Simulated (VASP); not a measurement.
# BaHfO3 (Pm-3m) in VASP: dielectric tensor with r2SCAN

Aim: the dielectric tensor of BaHfO3 with r2SCAN.

Everything below comes from runs of VASP 6.6.1. Logs are shortened: lines on timing, memory, paths and dates and some standing lists are left out, and cuts for length are marked.

### Step 1. The crystal as given

It takes space group Pm-3m (No. 221, cubic). The conventional cell has a = 4.154 Å, b = 4.154 Å, c = 4.154 Å, α = 90.00°, β = 90.00°, γ = 90.00°. Ba (site symmetry m-3m) has 12 O at 2.94 Å as nearest neighbours. Hf (site symmetry m-3m) has 6 O at 2.08 Å as nearest neighbours. O (site symmetry 4/mmm) has 2 Hf at 2.08 Å as nearest neighbours.

The cell comes from a database or a generator and needn't be the stable form of this composition.

### Step 2. Dielectric tensor, r2SCAN

File INCAR:

```
PREC = Accurate
ENCUT = 520
EDIFF = 1E-8
ISMEAR = 0
SIGMA = 0.02
LREAL = F
LASPH = T
NELM = 100
ALGO = Normal
ISIF = 2
LWAVE = F
LCHARG = F
METAGGA = R2SCAN
LMIXTAU = T
LCALCEPS = T
```

File KPOINTS:

```
regular mesh
0
Gamma
  6 6 6
```

File POSCAR:

```
BaHfO3
1.0
    4.1535400000      0.0000000000      0.0000000000
    0.0000000000      4.1535400000      0.0000000000
    0.0000000000      0.0000000000      4.1535400000
Ba Hf O
1 1 3
Direct
    0.5000000000      0.5000000000      0.5000000000
    0.0000000000      0.0000000000      0.0000000000
    0.0000000000      0.5000000000      0.0000000000
    0.5000000000      0.0000000000      0.0000000000
    0.0000000000      0.0000000000      0.5000000000
```

Potentials or basis: VASP PAW PBE potentials, release 64 (Ba_sv, Hf_pv, O).

Launch:

```sh
$ cat potpaw_PBE.64/Ba_sv/POTCAR potpaw_PBE.64/Hf_pv/POTCAR potpaw_PBE.64/O/POTCAR > POTCAR
$ mpirun -np 1 vasp_std > vasp.out
```

OUTCAR:

```text
PREC = Accurate
   ENCUT = 520
   EDIFF = 1E-8
   ISMEAR = 0
   LREAL = F
   LASPH = T
   NELM = 100
   ISIF = 2
   METAGGA = R2SCAN

 ion  position               nearest neighbor table
   1  0.500  0.500  0.500-   3 2.94   4 2.94   5 2.94   3 2.94   4 2.94   4 2.94   5 2.94   4 2.94
                             3 2.94   5 2.94   3 2.94   5 2.94   2 3.60   2 3.60   2 3.60   2 3.60
   2  0.000  0.000  0.000-   3 2.08   4 2.08   5 2.08   5 2.08   3 2.08   4 2.08   1 3.60   1 3.60
                             1 3.60   1 3.60   1 3.60   1 3.60   1 3.60   1 3.60
   3  0.000  0.500  0.000-   2 2.08   2 2.08   1 2.94   1 2.94   1 2.94   1 2.94
   4  0.500  0.000  0.000-   2 2.08   2 2.08   1 2.94   1 2.94   1 2.94   1 2.94
   5  0.000  0.000  0.500-   2 2.08   2 2.08   1 2.94   1 2.94   1 2.94   1 2.94

  LATTYP: Found a simple cubic cell.
 ALAT       =     4.1535400000

  Lattice vectors:

 A1 = (   4.1535400000,   0.0000000000,   0.0000000000)
 A2 = (   0.0000000000,   4.1535400000,   0.0000000000)
 A3 = (   0.0000000000,   0.0000000000,   4.1535400000)

Analysis of symmetry for initial positions (statically):
=====================================================================
 Subroutine PRICEL returns:
 Original cell was already a primitive cell.

 Routine SETGRP: Setting up the symmetry group for a
 simple cubic supercell.

 Subroutine GETGRP returns: Found 48 space group operations
 (whereof 48 operations were pure point group operations)
 out of a pool of 48 trial point group operations.

The static configuration has the point symmetry O_h .

Analysis of symmetry for dynamics (positions and initial velocities):
=====================================================================
 Subroutine PRICEL returns:
 Original cell was already a primitive cell.

 Routine SETGRP: Setting up the symmetry group for a
 simple cubic supercell.

 Subroutine GETGRP returns: Found 48 space group operations
 (whereof 48 operations were pure point group operations)
 out of a pool of 48 trial point group operations.

The dynamic configuration has the point symmetry O_h .

 Subroutine INISYM returns: Found 48 space group operations
 (whereof 48 operations are pure point group operations),
 and found     1 'primitive' translations

[... 152 lines left out ...]
 val. band max:        2.2025968680   @ k =   0.5000   0.5000   0.5000
 cond. band min:   10000.0000000000   @ k =   0.0000   0.0000   0.0000
 fundamental gap:   9997.7974031320
 Fermi energy:         2.2994835179

 k-point     1 :       0.0000    0.0000    0.0000
  band No.  band energies     occupation
      1     -27.4501      2.00000
      2     -27.4501      2.00000
      3     -27.4501      2.00000
      4     -23.6839      2.00000
      5     -15.4764      2.00000
      6     -14.9806      2.00000
[... 613 lines left out ...]
     22   10000.0000      0.00000
     23   10000.0000      0.00000

 [... further k-points ...]

------------------------ aborting loop because EDIFF is reached ----------------------------------------

            Ionic dipole moment: p[ion]=(   -33.22832   -33.22832   -33.22832 ) |e| Angst

 Total electronic dipole moment: p[elc]=(    -0.00000    -0.00000     0.01314 ) |e| Angst

 MACROSCOPIC STATIC DIELECTRIC TENSOR (including local field effects)
 ------------------------------------------------------
           4.317618    -0.000000     0.000000
          -0.000000     4.317618    -0.000000
          -0.000000     0.000000     4.317618
 ------------------------------------------------------

 PIEZOELECTRIC TENSOR (including local field effects) (e Angst)
          XX          YY          ZZ          XY          YZ          ZX
  --------------------------------------------------------------------------------
  x     0.00000     0.00000     0.00000     0.00000     0.00000     0.00000
  y     0.00000     0.00000     0.00000     0.00000     0.00000     0.00000
  z     0.00000     0.00000     0.00000     0.00000     0.00000     0.00000

 PIEZOELECTRIC TENSOR (including local field effects) (C/m^2)
          XX          YY          ZZ          XY          YZ          ZX
  --------------------------------------------------------------------------------
  x     0.00000     0.00000     0.00000     0.00000     0.00000     0.00000
  y     0.00000     0.00000     0.00000     0.00000     0.00000     0.00000
  z     0.00000     0.00000     0.00000     0.00000     0.00000     0.00000

 BORN EFFECTIVE CHARGES (including local field effects) (in |e|, cummulative output)
 ---------------------------------------------------------------------------------
 ion    1
    1     2.69013     0.00000     0.00000
    2    -0.00000     2.69013    -0.00000
    3    -0.00000    -0.00000     2.69013
 ion    2
    1     5.74842     0.00000     0.00000
    2    -0.00000     5.74842     0.00000
    3    -0.00000     0.00000     5.74842
 ion    3
    1    -1.98363     0.00000     0.00000
    2     0.00000    -4.47128     0.00000
    3     0.00000     0.00000    -1.98363
 ion    4
    1    -4.47128     0.00000     0.00000
    2     0.00000    -1.98363     0.00000
    3     0.00000    -0.00000    -1.98363
 ion    5
    1    -1.98363     0.00000     0.00000
    2     0.00000    -1.98363    -0.00000
    3    -0.00000    -0.00000    -4.47128

  FORCE on cell =-STRESS in cart. coord.  units (eV):
  Direction    XX          YY          ZZ          XY          YZ          ZX
  --------------------------------------------------------------------------------------
  -------------------------------------------------------------------------------------
  Total        1.0280778      1.0280778      1.0280778      0.0000000      0.0000000     -0.0000000
  in kB       22.9869504     22.9869504     22.9869504      0.0000000      0.0000000     -0.0000000
  external PRESSURE =      22.9869504 kB  Pullay stress =       0.0000000 kB

 VOLUME and BASIS-vectors are now :
 -----------------------------------------------------------------------------
  energy-cutoff  :      520.00
  volume of cell :       71.66
      direct lattice vectors                 reciprocal lattice vectors
     4.153540000  0.000000000  0.000000000     0.240758486  0.000000000  0.000000000
     0.000000000  4.153540000  0.000000000     0.000000000  0.240758486  0.000000000
     0.000000000  0.000000000  4.153540000     0.000000000  0.000000000  0.240758486

 POSITION                                       TOTAL-FORCE (eV/Angst)
 -----------------------------------------------------------------------------------
      2.07677      2.07677      2.07677         0.000000      0.000000      0.000000
      0.00000      0.00000      0.00000         0.000000      0.000000      0.000000
      0.00000      2.07677      0.00000         0.000000      0.000000      0.000000
      2.07677      0.00000      0.00000         0.000000      0.000000      0.000000
      0.00000      0.00000      2.07677         0.000000      0.000000      0.000000
 -----------------------------------------------------------------------------------
    total drift:                                0.000000      0.000000     -0.000000

  FREE ENERGIE OF THE ION-ELECTRON SYSTEM (eV)
  ---------------------------------------------------
  free  energy   TOTEN  =      -108.0017778491 eV

  energy  without entropy=     -108.0017778491  energy(sigma->0) =     -108.00177785
```

stdout:

```text
POSCAR found type information on POSCAR BaHfO
 POSCAR found :  3 types and       5 ions
 scaLAPACK will be used
 -----------------------------------------------------------------------------
|                                                                             |
[... 105 lines left out ...]
 p_tot=( -0.332E+02 -0.332E+02 -0.332E+02 )
dp_tot=( -0.286E-07 -0.371E-07  0.132E-01 )  diag[e(oo)]=(    ---      ---    4.32564 )
 p_tot=( -0.332E+02 -0.332E+02 -0.332E+02 )
dp_tot=( -0.286E-07 -0.369E-07  0.132E-01 )  diag[e(oo)]=(    ---      ---    4.32341 )
 final diagonalization full
 p_tot=( -0.332E+02 -0.332E+02 -0.332E+02 )
dp_tot=( -0.284E-07 -0.367E-07  0.131E-01 )  diag[e(oo)]=(    ---      ---    4.31764 )
```

Wall time 16 min (1 thread of Intel Xeon 6975P-C (Granite Rapids), shared host); peak memory 0.42 GiB.

Results:

```
Band gap on the k mesh                  : 4.15 eV, indirect (least direct gap 4.37 eV)
Electronic dielectric tensor (diagonal) : 4.32
Born charges (mean of the diagonal)     : Ba +2.69; Hf +5.75; O -2.81 e
```

Levels at points of the mesh, in eV from the valence-band top:
| k point | band 16 | band 17 | band 18 | band 19 | band 20 | band 21 | band 22 | band 23 |
| --- | --- | --- | --- | --- | --- | --- | --- | --- |
| (0.00, 0.00, 0.00) | -1.03 | -0.22 | -0.22 | -0.22 | 4.15 | 4.15 | 4.15 | 5.24 |
| (0.50, 0.00, 0.00) | -1.74 | -1.73 | -0.55 | -0.55 | 4.72 | 6.99 | 6.99 | 7.10 |
| (0.50, 0.50, 0.00) | -1.06 | -0.94 | -0.94 | -0.08 | 6.89 | 6.89 | 7.34 | 7.54 |
| (0.50, 0.50, 0.50) | -2.54 | 0.00 | 0.00 | 0.00 | 6.74 | 6.74 | 6.74 | 8.53 |

Electronic dielectric tensor:
```
4.32 0.00 0.00
0.00 4.32 0.00
0.00 0.00 4.32
```

Born effective charge tensors (e):
atom 1, Ba
```
2.69 0.00 0.00
0.00 2.69 0.00
0.00 0.00 2.69
```
atom 2, Hf
```
5.75 0.00 0.00
0.00 5.75 0.00
0.00 0.00 5.75
```
atom 3, O
```
-1.98  0.00  0.00
 0.00 -4.47  0.00
 0.00  0.00 -1.98
```
atom 4, O
```
-4.47  0.00  0.00
 0.00 -1.98  0.00
 0.00  0.00 -1.98
```
atom 5, O
```
-1.98  0.00  0.00
 0.00 -1.98  0.00
 0.00  0.00 -4.47
```

Dipole moments of the cell (e·Å, modulo the quantum): ionic -33.228, -33.228, -33.228; electronic 0.000, 0.000, 0.013

Caveat: the PAW data sets were made with another functional, which shifts forces and pressure a little; spin-orbit coupling is left out, which moves the levels of the heavy elements. r2SCAN opens gaps a little over a GGA but as a rule still falls short of measured ones.
